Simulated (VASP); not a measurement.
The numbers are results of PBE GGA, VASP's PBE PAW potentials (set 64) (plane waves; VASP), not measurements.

Input for VASP

### POSCAR
```
NaBr
1
    0.0000000000     3.0142552959     3.0142552959
    3.0142552959    -0.0000000000     3.0142552959
    3.0142552959     3.0142552959     0.0000000000
Na Br
1 1
Direct
  0.0000000000   0.0000000000   0.0000000000
  0.5000000000   0.5000000000   0.5000000000
```

INCAR:
```
ALGO=Normal
EDIFF=1E-6
EDIFFG=-0.01
ENCUT=480
GGA=PE
IBRION=2
ISIF=3
ISMEAR=0
LASPH=.True.
LCHARG=.False.
LMAXMIX=4
LREAL=.False.
LWAVE=.False.
NELM=100
NSW=60
PREC=Accurate
SIGMA=0.05
SYSTEM=NaBr
```

File KPOINTS:
```
Automatic mesh
0
Gamma
7 7 7
0 0 0
```

POTCAR, in this order: Na_pv Br (PBE.64 set). Program: vasp_std.

What VASP printed:

File OUTCAR:
```
 ion  position               nearest neighbor table
   1  0.000  0.000  0.000-
   2  0.500  0.500  0.500-
  LATTYP: Found a face centered cubic cell.
 ALAT       =     6.0285105918
 Subroutine PRICEL returns:
 Original cell was already a primitive cell.
 Subroutine GETGRP returns: Found 48 space group operations
The static configuration has the point symmetry O_h .
The dynamic configuration has the point symmetry O_h .
 Subroutine INISYM returns: Found 48 space group operations
 Subroutine IBZKPT returns following result:
 Found     20 irreducible k-points:

 Following reciprocal coordinates:
            Coordinates               Weight
  0.000000  0.000000  0.000000      1.000000
  0.142857  0.000000  0.000000      8.000000
  0.285714  0.000000  0.000000      8.000000
  0.428571  0.000000  0.000000      8.000000
  0.142857  0.142857  0.000000      6.000000
  0.285714  0.142857  0.000000     24.000000
  0.428571  0.142857  0.000000     24.000000
 -0.428571  0.142857  0.000000     24.000000
 -0.285714  0.142857  0.000000     24.000000
...
```

OSZICAR:
```
       N       E                     dE             d eps       ncg     rms          rms(c)
DAV:   1     0.805616105698E+02    0.80562E+02   -0.67718E+03   448   0.113E+03
DAV:   2     0.163795860708E+01   -0.78924E+02   -0.72874E+02   479   0.239E+02
DAV:   3    -0.608705880185E+01   -0.77250E+01   -0.76818E+01   530   0.768E+01
DAV:   4    -0.624591748876E+01   -0.15886E+00   -0.15876E+00   473   0.123E+01
DAV:   5    -0.624827347654E+01   -0.23560E-02   -0.23558E-02   532   0.149E+00    0.166E+00
DAV:   6    -0.612773058561E+01    0.12054E+00   -0.19877E-01   494   0.288E+00    0.101E+00
DAV:   7    -0.611610618722E+01    0.11624E-01   -0.90201E-02   503   0.190E+00    0.563E-01
DAV:   8    -0.612010427288E+01   -0.39981E-02   -0.67845E-03   464   0.824E-01    0.113E-01
DAV:   9    -0.612007728902E+01    0.26984E-04   -0.11231E-04   533   0.110E-01    0.606E-02
DAV:  10    -0.612013904131E+01   -0.61752E-04   -0.11812E-04   461   0.103E-01    0.129E-02
DAV:  11    -0.612013885737E+01    0.18394E-06   -0.77375E-06   509   0.300E-02
   1 F= -.61201389E+01 E0= -.61201389E+01  d E =-.612014E+01
```

OUTCAR:
```
------------------------ aborting loop because EDIFF is reached ----------------------------------------
  FORCE on cell =-STRESS in cart. coord.  units (eV):
  Direction    XX          YY          ZZ          XY          YZ          ZX
  --------------------------------------------------------------------------------------
  Total        0.0179304      0.0179304      0.0179304      0.0000000      0.0000000     -0.0000000
  in kB        0.5244826      0.5244826      0.5244826      0.0000000      0.0000000     -0.0000000
  external PRESSURE =       0.5244826 kB  Pullay stress =       0.0000000 kB
  volume of cell :       54.77
      direct lattice vectors                 reciprocal lattice vectors
     0.000000000  3.014255296  3.014255296    -0.165878451  0.165878451  0.165878451
     3.014255296  0.000000000  3.014255296     0.165878451 -0.165878451  0.165878451
     3.014255296  3.014255296  0.000000000     0.165878451  0.165878451 -0.165878451
 POSITION                                       TOTAL-FORCE (eV/Angst)
 -----------------------------------------------------------------------------------
      0.00000      0.00000      0.00000         0.000000      0.000000      0.000000
      3.01426      3.01426      3.01426        -0.000000     -0.000000     -0.000000
 -----------------------------------------------------------------------------------
    total drift:                               -0.000000      0.000000      0.000000
  FREE ENERGIE OF THE ION-ELECTRON SYSTEM (eV)
  ---------------------------------------------------
  free  energy   TOTEN  =        -6.1201388574 eV

  energy  without entropy=       -6.1201388574  energy(sigma->0) =       -6.12013886

 reached required accuracy - stopping structural energy minimisation
```
(Selected blocks of OUTCAR.)

The compound is NaBr in the rock salt structure. It was relaxed first. The start is the result of an earlier pass.
